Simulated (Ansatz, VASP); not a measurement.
# Two plane-wave programs on Al2O3

The input INCAR:

```
SYSTEM = Al2O3
  PREC = Accurate
  ENCUT = 520
  EDIFF = 1E-6
  ISMEAR = 0
  SIGMA = 0.05
  LREAL = .FALSE.
  LASPH = .TRUE.
  NELM = 100
  ALGO = Normal
  ISIF = 2
  LWAVE = .FALSE.
  LCHARG = .TRUE.
  GGA = PE
  IVDW = 12
  LELF = .TRUE.
  LVHAR = .TRUE.
  NBANDS = 20
```

KPOINTS

```
Automatic mesh
0
G
  9 9 4
  0 0 0
```

Contents of POSCAR:

```
Al2O3
1.0
    2.8672039189      0.0000000000      0.0000000000
   -1.4336019595      2.4830714316      0.0000000000
    0.0000000000      0.0000000000      7.2962596973
Al O
2 3
Direct
    0.0000000000      0.0000000000      0.1907358529
    0.0000000000      0.0000000000      0.8092641471
    0.3333333333      0.6666666667      0.3046509742
    0.6666666667      0.3333333333      0.0000000000
    0.3333333333      0.6666666667      0.6953490258
```

Input for Ansatz:

```yaml
crystal:
  lattice:
    - [2.8672039189, 0.0, 0.0]
    - [-1.4336019595, 2.4830714316, 0.0]
    - [0.0, 0.0, 7.2962596973]
  atoms:
    - { symbol: Al, position: [0.0, 0.0, 0.1907358529] }
    - { symbol: Al, position: [0.0, 0.0, 0.8092641471] }
    - { symbol: O, position: [0.3333333333, 0.6666666667, 0.3046509742] }
    - { symbol: O, position: [0.6666666667, 0.3333333333, 0.0] }
    - { symbol: O, position: [0.3333333333, 0.6666666667, 0.6953490258] }
basis:
  ecutwfc: 520.0
kpoints:
  mp_grid: { grid: [9, 9, 4] }
hamiltonian:
  xc: pbe
  pseudopotentials: { kind: paw, azcp: { folder: soft_1 } }
  dispersion: d3bj
scf:
  occupations: { method: gaussian, width: 0.05 }
output:
  forces: true
  stress: true
  eigenvalues: true
```

Alike in both runs: task single point; functional PBE; dispersion D3(BJ); k mesh 9 × 9 × 4; occupations gaussian, width 0.05 eV; no spin polarisation.

```csv
,VASP,Ansatz
version,VASP 6.6.1,Ansatz 0.2.0
potentials or method,"VASP PAW PBE potentials, release 64 (Al, O)","scalar-relativistic, plane waves, PAW"
plane-wave cutoff (eV),520,520
valence electrons in the cell,24,24
```

VASP gave:

* gap on the k mesh at the Fermi level (eV): 3.70
* least direct gap on the mesh (eV): 3.78
* pressure (GPa): -9.5
* largest component of the traceless stress (GPa): 3.26
* rms of the force components (eV/Å): 1.289

Task: What did Ansatz give for the same quantities?

Result: gap on the k mesh at the Fermi level (eV): 3.75; least direct gap on the mesh (eV): 3.81; pressure (GPa): -9.6; largest component of the traceless stress (GPa): 2.99; rms of the force components (eV/Å): 1.280.

Atom by atom the forces differ by 0.009 eV/Å (rms over components).

Caveats: an odd mesh through Γ misses points on the zone boundary, where band edges often lie; forces of over 1 eV/Å show positions far from the minimum, so gaps and moduli don't describe the material at rest.
